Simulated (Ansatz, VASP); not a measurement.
BN: VASP beside Ansatz

The input INCAR:

```
SYSTEM = BN
ALGO = Normal
EDIFF = 1E-6
EDIFFG = -0.005
ENCUT = 600
GGA = PE
IBRION = 2
ISIF = 3
ISMEAR = -1
IVDW = 13
LASPH = .TRUE.
LCHARG = .FALSE.
LREAL = .FALSE.
LWAVE = .FALSE.
NELM = 100
NSW = 40
PREC = Accurate
SIGMA = 0.05
```

Contents of KPOINTS:

```
k-points
0
G
  12 12 12
  0 0 0
```

POSCAR

```
BN
1.0
    1.2511217832      0.7223354983      3.3729344033
   -1.2511217832      0.7223354983      3.3729344033
    0.0000000000     -1.4446709966      3.3729344033
N B
1 1
Direct
    0.6672382000      0.6672382000      0.6672382000
    0.0003288000      0.0003288000      0.0003288000
```

The input input.yaml:

```yaml
crystal:
  lattice:
    - [1.2511217832, 0.7223354983, 3.3729344033]
    - [-1.2511217832, 0.7223354983, 3.3729344033]
    - [0.0, -1.4446709966, 3.3729344033]
  atoms:
    - { symbol: "N", position: [0.6672382, 0.6672382, 0.6672382] }
    - { symbol: B, position: [0.0003288, 0.0003288, 0.0003288] }
hamiltonian:
  xc: pbe
  pseudopotentials: { kind: paw }
  dispersion: d4
kpoints:
  mp_grid: { grid: [12, 12, 12] }
scf:
  occupations: { method: fermi_dirac, width: 0.05 }
output:
  forces: true
  stress: true
  eigenvalues: true
relax:
  f_tol: 0.01
  max_steps: 40
  cell: { stress_tol: 0.05 }
```

The cell is a database's computed one.

Alike in both runs: task relaxation of cell and atoms; functional PBE; dispersion D4; k mesh 12 × 12 × 12; occupations fermi-dirac, width 0.05 eV; no spin polarisation.

|  | VASP | Ansatz |
| --- | --- | --- |
| version | VASP 6.6.1 | Ansatz 0.2.0 |
| potentials or method | VASP PAW PBE potentials, release 64 (N, B) | Ansatz PAW |
| plane-wave cutoff (eV) | 600 | 420 |
| valence electrons in the cell | 8 | 8 |

Ansatz gave:

* gap on the k mesh at the Fermi level, each at its own relaxed structure (eV): 4.22
* relaxed volume (Å³/atom): 8.88
* relaxed cell length with the largest relative difference (Å): 3.571
* energy change over the relaxation (meV/atom): -1

Problem. What did VASP give for the same quantities?

Solution. gap on the k mesh at the Fermi level, each at its own relaxed structure (eV): 4.18; relaxed volume (Å³/atom): 8.80; relaxed cell length with the largest relative difference (Å): 3.543; energy change over the relaxation (meV/atom): -2.

Caveats: the plane-wave basis is chosen anew once the cell has moved, so the energies of steps on either side of that aren't comparable (Ansatz); the pressure holds a Pulay correction of +0.6 GPa for the finite cutoff (Ansatz). A k mesh can miss the band edges. Expect the measured gap to be larger: semilocal functionals such as PBE lack the derivative discontinuity.
